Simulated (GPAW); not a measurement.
# PtS2 (P-3m1) in GPAW: a series of runs, part 2 of 2

GPAW 26.7.0. Earlier steps stand in the parts before.

## 4. Single point, PBE

The input, run.py:

```python
from ase.dft.bandgap import bandgap
from ase.io import read, write
from ase.units import GPa
from gpaw import GPAW, PW

atoms = read('PtS2.xyz')

calc = GPAW(mode=PW(400),
            xc='PBE',
            kpts={'size': (7, 7, 4), 'gamma': True},
            occupations={'name': 'fermi-dirac', 'width': 0.05},
            nbands=26,
            maxiter=120,
            txt='gpaw.txt')
atoms.calc = calc
energy = atoms.get_potential_energy()
forces = atoms.get_forces()
stress = atoms.get_stress()
calc.write('gs.gpw')
write('result.traj', atoms)
print(f'Energy: {energy:.6f} eV')
print('Forces (eV/A):')
print(forces.round(4))
print('Stress (GPa):', (stress / GPa).round(3))
print('Fermi level:', round(calc.get_fermi_level(), 4), 'eV')
print(f'Gap: {bandgap(calc)[0]:.4f} eV, direct: {bandgap(calc, direct=True)[0]:.4f} eV')
```

The input, PtS2.xyz:

```xyz
3
Lattice="3.5432000000 0.0000000000 0.0000000000 -1.7716000000 3.0685012107 0.0000000000 0.0000000000 0.0000000000 5.0388000000" Properties=species:S:1:pos:R:3 pbc="T T T"
Pt     0.0000000000      0.0000000000      0.0000000000
S      1.7716000002      1.0228337368      3.8949924000
S     -0.0000000002      2.0456674739      1.1438076000
```

Potentials or basis: GPAW PAW data sets (gpaw-data 1.2.1), pw.

Started as:

```bash
OMP_NUM_THREADS=1 python run.py
```

gpaw.txt:

```text
__  _  _
 | _ |_)|_||  |
 |__||  | ||/\| - 26.7.0

Input parameters:
  mode=PW(ecut=400.0),
  kpts=MonkhorstPack(size=(7, 7, 4), gamma=True),
  maxiter=120,
  nbands=26,
  occupations=Occupations(name='fermi-dirac', width=0.05),
  xc=XC(name='PBE')

Diagonalizing LCAO Hamiltonian
Converting LCAO to pw mode

            S

         S

       Pt

Atoms  # Å, Bohr magnetons
|   | symbol |         x |        y |        z |    initial magnetic moments |
|---|--------|-----------|----------|----------|-----------------------------|
| 0 |     Pt |  0.000000 | 0.000000 | 0.000000 | ( 0.0000,  0.0000,  0.0000) |
| 1 |      S |  1.771600 | 1.022834 | 3.894992 | ( 0.0000,  0.0000,  0.0000) |
| 2 |      S | -0.000000 | 2.045667 | 1.143808 | ( 0.0000,  0.0000,  0.0000) |

Unit cell  # Å
| periodic |         x |        y |        z |  lengths |     angles |
|----------|-----------|----------|----------|----------|------------|
|      yes |  3.543200 | 0.000000 | 0.000000 | 3.543200 |  90.000000 |
|      yes | -1.771600 | 3.068501 | 0.000000 | 3.543200 |  90.000000 |
|      yes |  0.000000 | 0.000000 | 5.038800 | 5.038800 | 120.000000 |

Number of symmetries: 12
Symmetry operations  # r_c * U_cc + t_c -> r_c
|    | kind |            matrix            |
|----|------|------------------------------|
|  0 |  σ   |  1, 1, 0,  0,-1, 0,  0, 0, 1 |
|  1 |  S6  |  1, 1, 0, -1, 0, 0,  0, 0,-1 |
|  2 |  E   |  1, 0, 0,  0, 1, 0,  0, 0, 1 |
|  3 |  C2  |  1, 0, 0, -1,-1, 0,  0, 0,-1 |
|  4 |  C2  |  0, 1, 0,  1, 0, 0,  0, 0,-1 |
|  5 |  C3  |  0, 1, 0, -1,-1, 0,  0, 0, 1 |
|  6 |  S6  |  0,-1, 0,  1, 1, 0,  0, 0,-1 |
|  7 |  σ   |  0,-1, 0, -1, 0, 0,  0, 0, 1 |
|  8 |  σ   | -1, 0, 0,  1, 1, 0,  0, 0, 1 |
|  9 |  i   | -1, 0, 0,  0,-1, 0,  0, 0,-1 |
| 10 |  C3  | -1,-1, 0,  1, 0, 0,  0, 0, 1 |
| 11 |  C2  | -1,-1, 0,  0, 1, 0,  0, 0,-1 |

BZ-sampling:
  Number of BZ points: 196
  Number of IBZ points: 28

  Monkhorst-Pack size: [7, 7, 4]
  Monkhorst-Pack shift: [0.0, 0.0, 0.125]

K-points  # in reciprocal-cell coordinates
|     |                                coordinates |     weight |
|-----|--------------------------------------------|------------|
|   0 | (  0.00000000,   0.00000000,   0.00000000) | 0.00510204 |
|   1 | (  0.00000000,   0.00000000,   0.25000000) | 0.01020408 |
|   2 | (  0.00000000,   0.00000000,   0.50000000) | 0.00510204 |
|   3 | (  0.14285714,   0.00000000,  -0.25000000) | 0.03061224 |
|   4 | (  0.14285714,   0.00000000,   0.00000000) | 0.03061224 |
|   5 | (  0.14285714,   0.00000000,   0.25000000) | 0.03061224 |
|   6 | (  0.14285714,   0.00000000,   0.50000000) | 0.03061224 |
|   7 | (  0.28571429,  -0.14285714,   0.00000000) | 0.03061224 |
|   8 | (  0.28571429,  -0.14285714,   0.25000000) | 0.06122449 |
|   9 | (  0.28571429,  -0.14285714,   0.50000000) | 0.03061224 |
| ... |                                            |            |
|  27 | (  0.42857143,   0.42857143,   0.50000000) | 0.03061224 |

Plane wave coefficients: 1009
Cutoff: 400.0 eV

Spin-components: 1 (collinear spins)
Bands:           26
Projectors:      16
Spin-degeneracy: 2
Datatype:        complex128

Parallelization:
  kpt:    1
  domain: 1
  band:   1

Density:
  Valence electrons: 28.0
  Components: 1
  Grid points: [18 18 24]
  Charge: 0.0  # |e|

Potential:
  Grid points: [18 18 24]

species:
  Pt:
    name:    Platinum
    Z:       78.0
    valence: 16
    core:    62
    charge:  0.0  # [|e|]
    compensation charges:
      type: gauss
      rc: 0.41  # [Å]
      lmax: 2
    cutoffs:
      filter: 2.26  # [Å]
      core: 2.26  # [Å]
    projectors
    | kind |    occ | energy [eV] | rcut [Å] |
    |------|--------|-------------|----------|
    |   6s |  1.000 |      -5.628 |    1.307 |
    |   5p |  6.000 |     -56.051 |    1.371 |
    |   6p |  0.000 |      -0.845 |    1.371 |
    |   5d |  9.000 |      -6.153 |    1.307 |
    |    s |        |      21.583 |    1.307 |
    |    d |        |      21.058 |    1.307 |

    Using partial waves for Pt as LCAO basis

  S:
    name:    Sulfur
    Z:       16.0
    valence: 6
    core:    10
    charge:  0.0  # [|e|]
    compensation charges:
      type: gauss
      rc: 0.24  # [Å]
      lmax: 2
    cutoffs:
      filter: 1.77  # [Å]
      core: 1.66  # [Å]
    projectors
    | kind |    occ | energy [eV] | rcut [Å] |
    |------|--------|-------------|----------|
    |   3s |  2.000 |     -17.254 |    0.974 |
    |   3p |  4.000 |      -7.008 |    0.979 |
    |    s |        |       9.957 |    0.974 |
    |    p |        |      20.203 |    0.979 |
    |    d |        |       0.000 |    0.900 |

    Using partial waves for S as LCAO basis

Reference energy: -522090.602563  # eV

eigensolver:
  PPCG
  Converge bands: occupied
  niter=2

density mixing:
  MSR1-Mixer
  Pratt-step length: 0.05
  Maximum mixing coefficient: 0.75
  Old densities: 10
  SVD Regularization: 0.005
  Good broyden scale: 1.0
  Trust region scale: 1.0
  Backstep threshold: 4.0
  History deletion threshold: 6.0
  Fourier metric: weight=20.0, sigma=0.015

occupation numbers:
  Fermi-Dirac:
    width: 0.0500  # eV

poisson solver:
  ecut: 3200.0  # eV

xc functional:
  name: PBE with 2 nearest neighbor stencil

convergence criteria:
- Maximum [total energy] change in last 3 cyles: 0.0005 eV / valence electron
- Maximum integral of absolute [dens]ity change: 0.0001 electrons / valence electron
- Maximum integral of absolute [eigenst]ate change: 4e-08 eV^2 / valence electron
maximum number of iterations: 120

SCF iterations
|iter     | |      energy | eigst |  dens |
|---------|-|-------------|-------|-------|
|iter:   1| |  -16.972932 | +0.29 |       |
|iter:   2| |  -16.433704 | -1.70 | -1.05 |
|iter:   3| |  -15.475095 | -1.59 | -1.13 |
|iter:   4| |  -15.452091 | -3.31 | -1.61 |
|iter:   5| |  -15.437841 | -3.35 | -1.82 |
|iter:   6| |  -15.437864 | -4.76 | -2.78 |
|iter:   7| |  -15.437932c| -5.17 | -3.24 |
|iter:   8| |  -15.437935c| -6.76 | -4.04c|
|iter:   9| |  -15.437936c| -7.69c| -4.53c|

Converged in 9 steps
Energy contributions relative to reference atoms: (reference = -522090.602563)

Energy contributions:
  Kinetic:          12.464689
  Coulomb:         -13.055072
  Zero:             -0.403511
  External:          0.000000
  Xc:              -14.444029
  Entropy:          -0.000026
  Spinorbit:         0.000000
  ----------------------------
  Free energy:     -15.437949
  Extrapolated:    -15.437936

dipole moment: (-6.145772, -10.644790, -17.479859)  # |e|*Ang

Fermi level: 7.765
Eigenvalues  # (at kpt = [0.000, 0.000, 0.000])
| band index |      eig [eV] | occ [0-2] |
|------------|---------------|-----------|
|          0 |       -46.524 |     2.000 |
|        ... |               |           |
|          6 |         0.377 |     2.000 |
|          7 |         0.496 |     2.000 |
|          8 |         3.396 |     2.000 |
|          9 |         3.396 |     2.000 |
|         10 |         5.601 |     2.000 |
|         11 |         6.269 |     2.000 |
[... 8 lines left out ...]
|         20 |        19.348 |     0.000 |
|         21 |        19.925 |     0.000 |
|        ... |               |           |
|         25 |        21.134 |     0.000 |

Gap: 0.811 eV
Transition (v -> c):
  (s=0, k=4, n=13, [0.14, 0.00, 0.00]) -> (s=0, k=10, n=14, [0.29, 0.00, -0.25])
Direct/indirect transitions are different
Direct gap: 0.981 eV
Transition at: (s=0, k=10, n=13, [0.29, 0.00, -0.25])

Forces  # eV/Ang
|        x |        y |        z |
|----------|----------|----------|
| -0.00000 | -0.00000 |  0.00000 |  # Pt   0
|  0.00000 |  0.00000 | -1.29003 |  # S    1
|  0.00000 |  0.00000 |  1.29003 |  # S    2

Stress tensor  # eV/Ang^3
|         x |         y |         z |
|-----------|-----------|-----------|
| -0.071812 |  0.000000 |  0.000000 |
|  0.000000 | -0.071812 |  0.000000 |
|  0.000000 |  0.000000 | -0.061334 |

# Writing to gs.gpw (mode='')
```

Run time: 43 s. Hardware: 1 thread of AMD EPYC, shared host; peak memory 0.15 GiB.

The run converged, but some of its settings lie outside the range that counts as converged, so its numbers aren't taken as properties of the crystal.

Results:

- Free energy: -15.4379 eV
- Pressure: 10.9 GPa
- Largest force: 1.290 eV/Å
- Band gap on the k mesh: 0.81 eV, indirect (least direct gap 0.98 eV)

Caveat: the cutoff is short for stress and forces, so pressures can be off by a GPa or more; spin-orbit coupling is left out, which moves the levels of the heavy elements; an odd mesh through Γ misses points on the zone boundary, where band edges often lie.

## 5. Single point, PBE

run.py: that of step 4 with these lines changed.

```diff
@@ -1,3 +1,4 @@
+from ase import Atoms
 from ase.dft.bandgap import bandgap
-from ase.io import read, write
+from ase.io import write
 from ase.units import GPa
@@ -5,5 +6,12 @@
 
-atoms = read('PtS2.xyz')
+atoms = Atoms(['Pt', 'S', 'S'],
+              cell=[[3.5432, 0.0, 0.0],
+                    [-1.7716, 3.0685012107, 0.0],
+                    [0.0, 0.0, 5.0388]],
+              scaled_positions=[[0.0, 0.0, 0.0],
+                                [0.6666666667, 0.3333333333, 0.773],
+                                [0.3333333333, 0.6666666667, 0.227]],
+              pbc=True)
 
-calc = GPAW(mode=PW(400),
+calc = GPAW(mode=PW(500),
             xc='PBE',
```

Started as:

```bash
OMP_NUM_THREADS=1 python run.py
```

Wall time 18 s (1 thread of Arm Neoverse V1, shared host); peak memory 0.15 GiB.

Results (log left out):

* Free energy: -15.4856 eV
* Pressure: 11.7 GPa
* Largest force: 1.291 eV/Å
* Band gap on the k mesh: 0.81 eV, indirect (least direct gap 0.98 eV)

Forces on the atoms (eV/Å):
```
Pt   0.000  0.000  0.000
S    0.000  0.000 -1.291
S    0.000  0.000  1.291
```

Stress tensor (GPa, compression positive):
```
12.26  0.00  0.00
 0.00 12.26  0.00
 0.00  0.00 10.57
```

Levels at points of the mesh, in eV from the valence-band top:
| k point | band 12 | band 13 | band 14 | band 15 | band 16 | band 17 |
| --- | --- | --- | --- | --- | --- | --- |
| (0.00, 0.00, 0.00) | -1.07 | -1.07 | -0.06 | 2.49 | 2.49 | 4.83 |
| (0.00, 0.00, 0.50) | -1.26 | -1.26 | -0.84 | 2.96 | 2.96 | 5.50 |

Caveat: the cutoff is short for stress and forces, so pressures can be off by a GPa or more; spin-orbit coupling is left out, which moves the levels of the heavy elements; an odd mesh through Γ misses points on the zone boundary, where band edges often lie.

## 6. Summary

```csv
task,level,potentials or basis,cell,k mesh,cutoff (eV),maxiter,optimizer,fmax,max steps,target pressure,gap on the mesh (eV),pressure (GPa),largest force (eV/Å)
relaxation of cell and atoms,PBEsol,"PAW data sets generated in the run's folder for this functional, pw",relaxed to 20 GPa,6 × 6 × 4,600,150,BFGS,0.02 eV/Å,60,20 GPa,none,20.0,0.01
relaxation of cell and atoms,PBEsol,"PAW data sets generated in the run's folder for this functional, pw",relaxed to 30 GPa,6 × 6 × 4,600,150,BFGS,0.02 eV/Å,60,30 GPa,none,30.0,-
single point,PBE,"GPAW PAW data sets (gpaw-data 1.2.1), pw",as given,7 × 7 × 4,500,120,-,-,-,-,0.81,11.7,1.29
```

Alike in all rows: no spin polarisation; smearing fermi-dirac 0.05 eV.

Caveats: later steps reuse the first step's grids (some runs); the cutoff is short for stress and forces, so pressures can be off by a GPa or more (some runs); spin-orbit coupling is left out, which moves the levels of the heavy elements (some runs); an odd mesh through Γ misses points on the zone boundary, where band edges often lie (some runs).

Absolute energies hang on the potentials; compare differences alone.
